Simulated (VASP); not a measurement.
# A first-principles U for CoSn, part 4 of 4

What U does CoSn call for? The start is a computed cell from the Materials Project.

VASP 6.6.1, plane waves and PAW; the level of theory is named at each step.

Still holding for the runs below: The k-mesh is coarse for a metal.

So far. Step 8 (Shifted potential, relaxed density, alpha 0.1): The run ends at a pressure of 3.39 GPa, with forces up to 0.013 eV/Å. Step 9 (Shifted potential, frozen density, alpha 0.2): Energy at zero smearing: -67.98617 eV.

## 10. Shifted potential, relaxed density, alpha 0.2

Level of this step: PBE, with a shift of one shell's potential, spin-polarised from a ferromagnetic start; plane waves and PAW (Co, Co, Sn) (VASP).

Input file INCAR:

```
SYSTEM = CoSn
PREC = Accurate
ENCUT = 350
EDIFF = 1E-06
NELM = 150
ISMEAR = 0
SIGMA = 0.1
LREAL = .FALSE.
ALGO = Normal
GGA = PE
NBANDS = 60
ISPIN = 2
MAGMOM = 2 2 2 2 2 2 0 0 0 0 0 0
LASPH = .TRUE.
LMAXMIX = 4
LORBIT = 11
LWAVE = .FALSE.
LCHARG = .FALSE.
KPAR = 4
AMIX = 0.2
BMIX = 1E-04
AMIX_MAG = 0.8
BMIX_MAG = 1E-04
LDAU = .TRUE.
LDAUTYPE = 3
LDAUL = 2 -1 -1
LDAUU = 0.2 0 0
LDAUJ = 0.2 0 0
```

Input file POSCAR:

```
CoSn
1.0
    5.2460399276      0.0000000000      0.0000000000
   -2.6230199638      4.5432038466      0.0000000000
    0.0000000000      0.0000000000      8.3751806000
Co Co Sn
1 5 6
Direct
    0.5000000000      0.0000000000      0.0000000000
    0.5000000000      0.0000000000      0.5000000000
    0.5000000000      0.5000000000      0.0000000000
    0.5000000000      0.5000000000      0.5000000000
    0.0000000000      0.5000000000      0.0000000000
    0.0000000000      0.5000000000      0.5000000000
    0.0000000000      0.0000000000      0.0000000000
    0.0000000000      0.0000000000      0.5000000000
    0.3333333333      0.6666666667      0.2500000000
    0.3333333333      0.6666666667      0.7500000000
    0.6666666667      0.3333333333      0.2500000000
    0.6666666667      0.3333333333      0.7500000000
```

Input file KPOINTS:

```
Automatic mesh
0
Gamma
4 4 2
0 0 0
```

The projector-augmented-wave data sets are Co, Co and Sn (PBE family, release 64).

Run with:

```sh
mpirun -np 4 vasp_std
```

What it wrote:

```text
[... set-up lines as in an earlier step ...]
 entering main loop
       N       E                     dE             d eps       ncg     rms          rms(c)
DAV:   1    -0.679972812433E+02   -0.67997E+02   -0.20979E-02  5820   0.195E+00    0.148E+00
DAV:   2    -0.682076711540E+02   -0.21039E+00   -0.34813E-01  4292   0.109E+01    0.645E+00
DAV:   3    -0.679802367075E+02    0.22743E+00   -0.46654E-01  4148   0.808E+00    0.319E-01
DAV:   4    -0.679814713955E+02   -0.12347E-02   -0.14184E-02  3920   0.933E-01    0.315E-01
[...]
DAV:   8    -0.679808254858E+02    0.55005E-04   -0.11596E-04  4076   0.176E-01    0.198E-02
DAV:   9    -0.679808222151E+02    0.32707E-05   -0.21271E-05  4132   0.587E-02    0.776E-03
DAV:  10    -0.679808220623E+02    0.15281E-06   -0.83005E-06  3768   0.189E-02
   1 F= -.67980822E+02 E0= -.67968760E+02  d E =-.241234E-01  mag=     0.0000
```

Elapsed: 25 s, on 4 MPI ranks of Intel Xeon 6975P-C (Granite Rapids), shared host; peak memory 1.4 GiB.

From OUTCAR (step 10):

```text
  Total        4.4140778      4.3914390      3.4094408      0.0000000      0.0000000      0.0000000
  in kB       35.4292995     35.2475914     27.3656481      0.0000000      0.0000000      0.0000000
  external PRESSURE =      32.6808463 kB  Pullay stress =       0.0000000 kB

 POSITION                                       TOTAL-FORCE (eV/Angst)
 -----------------------------------------------------------------------------------
      2.62302      0.00000      0.00000        -0.000000      0.000000      0.000000
      2.62302      0.00000      4.18759        -0.000000      0.000000      0.000000
      1.31151      2.27160      0.00000         0.000000      0.000000      0.000000
      1.31151      2.27160      4.18759         0.000000      0.000000      0.000000
     -1.31151      2.27160      0.00000         0.000000      0.000000      0.000000
     -1.31151      2.27160      4.18759         0.000000      0.000000      0.000000
      0.00000      0.00000      0.00000         0.000000      0.000000      0.000000
      0.00000      0.00000      4.18759         0.000000      0.000000      0.000000
     -0.00000      3.02880      2.09380         0.000000      0.013744     -0.023242
     -0.00000      3.02880      6.28139         0.000000      0.013744      0.023242
      2.62302      1.51440      2.09380        -0.000000     -0.013744     -0.023242
      2.62302      1.51440      6.28139        -0.000000     -0.013744      0.023242
 -----------------------------------------------------------------------------------
    total drift:                               -0.000000      0.000000     -0.000000

  FREE ENERGIE OF THE ION-ELECTRON SYSTEM (eV)
  ---------------------------------------------------
  free  energy   TOTEN  =       -67.9808220623 eV

  energy  without entropy=      -67.9566987099  energy(sigma->0) =      -67.96876039

 magnetization (x)
# of ion       s       p       d       tot
------------------------------------------
    1        0.000   0.000  -0.000  -0.000
    2       -0.000   0.000   0.000   0.000
    3       -0.000  -0.000   0.000   0.000
    4       -0.000   0.000  -0.000  -0.000
    5       -0.000  -0.000   0.000   0.000
    6       -0.000   0.000  -0.000  -0.000
    7       -0.000  -0.000  -0.000  -0.000
    8       -0.000  -0.000  -0.000  -0.000
    9       -0.000  -0.000  -0.000  -0.000
   10       -0.000  -0.000  -0.000  -0.000
   11       -0.000  -0.000  -0.000  -0.000
   12       -0.000  -0.000  -0.000  -0.000
--------------------------------------------------
tot         -0.000  -0.000   0.000   0.000

[... 2 parts as in an earlier step ...]

[... 1 further part left out ...]
[key lines of the parts left out:]
E-fermi :   8.1152
```

Energy at zero smearing: -67.96876 eV.

The run ends at a pressure of 3.27 GPa, with forces up to 0.027 eV/Å.

## 11. Summary

This step: linear-response U, PBE; plane waves and PAW (VASP 6.6.1).

This step runs nothing: it gathers the runs above.

Numbers from this step:

| Quantity | Value |
| --- | --- |
| bare response | 1.074 e/eV |
| screened response | 0.1620 e/eV |
| U from linear response | 5.242 eV |

Table of change of the charge in the shell of the shifted atom, thousandths of an electron by potential shift:

```
potential shift (eV)  frozen density (e)  relaxed density (e)
              -0.200                -230                  -33
              -0.100                -111                  -16
               0.000                   0                    0
               0.100                 103                   16
               0.200                 200                   32
```

## 12. Outcome

```
U from linear response : 5.24 eV
bare response          : 1.07 e/eV
screened response      : 0.162 e/eV
```

What this shows: Linear response gives U = 5.2 eV for the d shell of Co. The moments of the start collapsed, so this U belongs to a non-magnetic state, which need not be the crystal's. U = 1/χ − 1/χ₀, with χ the screened and χ₀ the bare slope of the shell's charge; in this program a positive shift raises the charge. The charges are printed to three decimals, which adds noise to both slopes. The value belongs to this projector sphere, magnetic state and cell; a small cell changes it, since the images are shifted too. The bare response exceeds the screened one, as it must for a positive U.

[Lines on the potential files, build, host, timing and source positions are cut from VASP's logs without a mark.]

[Logs are printed without paths, hosts, clocks, repeated set-up lines and the standing remarks that a program may print on its own settings, such as how far it seeks lower states.]

[Hosts, paths, dates, database ids (printed as entryN), source tags and the programs' standing remarks are cut or masked in the printed files.]

[In band tables of VASP the shares of atoms and orbitals are scaled to a sum of 1 inside the atoms' spheres.]

[Runs that stopped without an error message from VASP are left out.]
